## At which volume should a bulk modulus be read?

In these crystals the bulk modulus falls by about 4 to 5% when the volume grows by 1%. A density functional that makes a crystal 4% too large therefore makes it some 13 to 18% softer than it would be at the original volume. This loss comes on top of whatever error the functional makes at a fixed volume. RPBE offers two levels of treatment: the modulus can be taken at the functional's own energy minimum, or at a cell held near the measured size.

ABINIT 10.8.3, Kohn–Sham DFT with the RPBE functional for periodic crystals, without spin polarization, spin–orbit coupling or dispersion correction; Fermi–Dirac smearing of 0.05 eV. The computed bulk modulus is taken at the minimum of a curve fitted to the energies at seven volumes, from 6% below to 6% above that of the given cell.

| formula | space group | volume of the given cell (Å³/atom) | potentials or basis | wave cutoff (eV) | k-mesh | computed bulk modulus (GPa) | measured bulk modulus (GPa) | range of the values found (GPa) | what was measured, and how | source | computed over measured, less one (%) |
| --- | --- | --- | --- | --- | --- | --- | --- | --- | --- | --- | --- |
| Al | Fm-3m | 16.60 | PseudoDojo NC SR PBE v0.4.1 standard | 544.2 | 11x11x11 | 79.1 | 76.9 | one value | bulk modulus; literature experiment; bulk crystal | pmc:3831299 (2013) | 2.9 |
| Cu | Fm-3m | 11.81 | JTH PAW PBE v2.0 | 544.2 | 13x13x13 | 125.7 | 139 | one value | from linear fit of volume against pressure, 5 to 33 MPa; synchrotron powder XRD under pressure; powder | pmc:10161880 (2023) | -9.6 |
| BAs | F-43m | 13.63 | JTH PAW PBE v2.0 sp | 408.2 | 10x10x10 | 127.1 | 148 | one value | literature experimental value; not stated; bulk crystal | arXiv:1911.11281 (2019) | -14.1 |
| BP | F-43m | 11.68 | JTH PAW PBE v2.0 | 544.2 | 10x10x10 | 155.9 | 174 | 173 to 179 | B0, Murnaghan EOS fit with V0 fixed at 93.45 A^3; XRD in diamond anvil cell; powder | arXiv:1505.05714 (2015) | -10.4 |
| Ta | Im-3m | 18.01 | JTH PAW PBE v2.0 | 408.2 | 11x11x11 | 186.9 | 194 | 194 to 198 | experimental value at ambient conditions; not stated; bulk crystal | arXiv:1910.08312 (2019) | -3.7 |
| SiC | F-43m | 10.35 | JTH PAW PBE v2.0 | 544.2 | 10x10x10 | 207.1 | 225 | one value | bulk modulus B; quoted earlier experiment; bulk crystal | pmc:9505936 (2022) | -8.0 |
| Rh | Fm-3m | 13.67 | JTH PAW PBE v2.0 | 544.2 | 12x12x12 | 250.8 | 264 | one value | K0 from ultrasound; ultrasound; bulk crystal | pmc:11535440 (2024) | -5.0 |
| W | Im-3m | 15.85 | JTH PAW PBE v2.0 | 435.4 | 12x12x12 | 297.7 | 307 | one value | isotropic polycrystalline bulk modulus K, bounded above by the literature value in the fit; surface Brillouin spectroscopy; bulk crystal | arXiv:1710.07581 (2017) | -3.0 |
| Ir | Fm-3m | 14.06 | JTH PAW PBE v2.0 | 462.6 | 12x12x12 | 337.1 | 339 | one value | B0 at ambient pressure, third-order Birch-Murnaghan; high-pressure powder XRD; powder | pmc:6586894 (2019) | -0.6 |
| BN | F-43m | 5.96 | JTH PAW PBE v2.0 | 680.3 | 13x13x13 | 358.0 | 395 | 395 to 400 | isothermal B0, Vinet fit; equation-of-state measurement; bulk crystal | arXiv:1208.3664 (2012) | -9.4 |
| C | Fd-3m | 5.67 | JTH PAW PBE v2.0 | 544.2 | 13x13x13 | 421.6 | 442 | 441.8 to 444.8 | B0 from ultrasound; ultrasonic measurement; bulk crystal | arXiv:cond-mat/0702656 (2007) | -4.6 |

The computed bulk modulus in the table belongs to the first level, although the volume printed beside it is that of the given cell. At its own minimum RPBE is too soft in every row except Al. The mean error relative to experiment is −9% for the five covalent crystals (BAs, BP, SiC, BN and C) and −4% for the five transition metals. That seems to recommend the method for metals, but the second level shows why the smaller number deserves less trust.

RPBE expands all these solids except Al, because it rewards uneven electron densities strongly, and the density becomes more uneven as atoms move apart. In the calculation this acts as a false pressure that pushes the crystal outwards. A spring that stiffens when squeezed shows the two consequences. A constant extra push lets the spring settle at a greater length, where it is softer, but leaves its stiffness at any fixed length unchanged. A push that fades as the spring lengthens adds stiffness of its own at fixed length. The likeness ends there: the spring does not tell how fast the push in a crystal fades.

The first consequence can be estimated. If the modulus rises linearly with pressure, then

B(V) = B₀ (V₀/V)^B′,

where B₀ is the computed modulus at the functional's own volume V₀, V is the volume of the given cell, and B′ is the rise of the modulus per unit of pressure. V₀ and B′ come from each crystal's own energy curve, so the measured moduli remain free for comparison.

Take SiC. Its own volume is 2.7% above that of the given cell, and B′ is about 3.7. The factor is 1.027^3.7, or about 1.10, which turns 207 GPa into about 228 GPa. The measured value is 225 GPa, so an error of −8% has become one of between 1 and 2%.

The other covalent crystals behave alike: at the given cell all five lie within 5% of experiment. BAs, which expands most among them, also gains most. BN remains 4% too soft, but its given cell is, as roughly recalled, about 1% larger in volume than the real one, and correcting that would remove most of the error. A single percentage fitted to the five errors describes them only a little worse than expansion does, so the case for expansion rests on the mechanism as well as on the numbers.

The transition metals answer differently. Held at the given cell, they are too stiff by 8 to 22%. In Rh and Ir a few per cent of this may come from given cells that are, as roughly recalled, slightly smaller than the real ones. Their false pressure must therefore fade quickly as the volume grows, whereas in the covalent crystals it is on average nearly constant. A possible reason is that it arises where the d shells of neighbouring atoms begin to overlap, but these calculations do not test that guess.

The two consequences can now be put together. Let D be the false pressure at the given cell, and let n be the percentage by which it drops when the volume grows by 1%. At fixed volume the modulus is then too high by nD, and relaxing the crystal takes away B′D. What remains is (n − B′)D. This restates the computed and measured values rather than testing them, and it takes the real crystal to be free of pressure at the given cell.

Ir shows the cancellation most clearly. Its false pressure is 15 GPa, the largest in the series, yet n is 4.9 and B′ is 5.1, so almost nothing remains. The error of −0.6% is thus the difference of two large errors. It also hangs on the chosen measurement: against a value near 360 GPa, which is roughly what I recall from other experiments, it would be −6%, and the error at the given cell would still be about +15%.

The choice of level follows from the purpose. For ranking materials that differ clearly in stiffness, the functional's own volume is usually enough. It puts all eleven crystals in the measured order, though Cu and BAs lie only about 1% apart, too close for Cu's uneven energy curve to settle. The given cell would exchange Cu with BAs and Ir with BN. For a covalent crystal needed to within about 5%, a trusted measured cell is the better choice. For a transition metal the relaxed cell is safer, with errors here of up to about 10%, the largest in Cu, whose energy curve is also the least smooth.

Finer distinctions are not warranted. The measured values were read out of the cited papers by a program, and a few in a hundred may be wrong or belong to imperfect samples. Heat and zero-point motion usually lower measured moduli, and the calculation contains neither. The potentials were made for PBE rather than RPBE, with an effect that is untested here. The same holds for the overlapping PAW spheres of which the program warns in Ir, BN and diamond (C), and for the potential of BAs, which keeps the As d shell in the core. Al, which hardly changes between the two levels, also has a different kind of potential, so it cannot show how a simple metal differs from the rest.

The same distinction matters when pressures are computed for a strained crystal. For SiC at the given cell the calculation reports a false pressure of nearly 6 GPa, while 1% of volume strain changes the pressure by only about 2 GPa. An absolute pressure computed there would be misleading. Differences from the unstrained cell are much better, because the modulus at that volume is nearly right. For Cu or W even the differences come out some 9 to 13% too large, and strain is better counted from the relaxed cell.

The costs differ less than the results. Each row used energies at seven volumes, and both moduli can be read from that one curve. If only the fixed-cell value is wanted, the pressures at two volumes, 2% below and 2% above the cell, suffice. The modulus from their difference agrees with the full curve to within 3%, for roughly two sevenths of the work. The pressures themselves lie below the slope of the energies, most of all in Cu, but most of this offset cancels in the difference. In Cu, Ta and BN the program's cutoff is too short for reliable pressures. This saving suits covalent crystals, where the fixed cell is also the better level; a transition metal is better treated at its relaxed volume, which at these cutoffs the energies locate more reliably than the pressures. The output below lists the modulus at the given cell for each crystal; the table above holds the one at the crystal's own volume.

Printed output of the fit:

```
Carried back to the given cell:
  row  own volume above given %  false pressure GPa  softening by expansion %  modulus at given cell GPa  same from pressures GPa  its error %
   Al                   -0.6734             -0.5265                     3.078                      76.74                    76.88      -0.2108
   Cu                     4.454                6.14                    -20.06                      157.3                    153.3        13.13
  BAs                     4.488               6.073                    -15.37                      150.2                      150        1.473
   BP                     2.397               3.865                    -8.623                      170.6                    169.8       -1.947
   Ta                     3.156               6.161                    -11.04                      210.1                    209.2        8.295
  SiC                     2.695               5.785                    -9.309                      228.4                    227.2        1.493
   Rh                     4.384               11.87                     -17.6                      304.4                    305.9        15.29
    W                     3.274               10.17                    -10.93                      334.2                    333.4        8.871
   Ir                     4.116               15.08                    -18.44                      413.3                    411.5        21.93
   BN                     1.444               5.276                    -5.382                      378.4                    377.8       -4.212
    C                     1.786               7.741                    -6.977                      453.2                    448.1        2.539
mean error at own volume, covalent crystals, %: -9.3
mean error at own volume, transition metals, %: -4.38
mean error at given cell, covalent crystals, %: -0.1309
mean error at given cell, transition metals, %: 13.5
largest size of error at given cell, covalent crystals, %: 4.212
rms error at own volume, all rows, %: 7.563
rms error at given cell, all rows, %: 9.849
rms miss of softening by expansion alone, covalent crystals, %: 2.378
rms miss of one common percentage, covalent crystals, %: 3.1
steepness n of the pressure error, transition metals, lowest: 2.612
steepness n of the pressure error, transition metals, highest: 4.928
steepness n of the pressure error, covalent crystals, mean: -0.3282
pressure derivative of the modulus, Ir: 5.054
change of modulus per 1 % of cell volume, smallest, %: 3.593
change of modulus per 1 % of cell volume, largest, %: 5.139
BN error at a cell 1 % smaller in volume (rough recalled correction), %: -0.4233
Ir error at own volume against a rough recalled 360 GPa, %: -6.361
Ir error at given cell against a rough recalled 360 GPa, %: 14.81
SiC pressure for 1 % of volume strain, GPa: 2.071
```
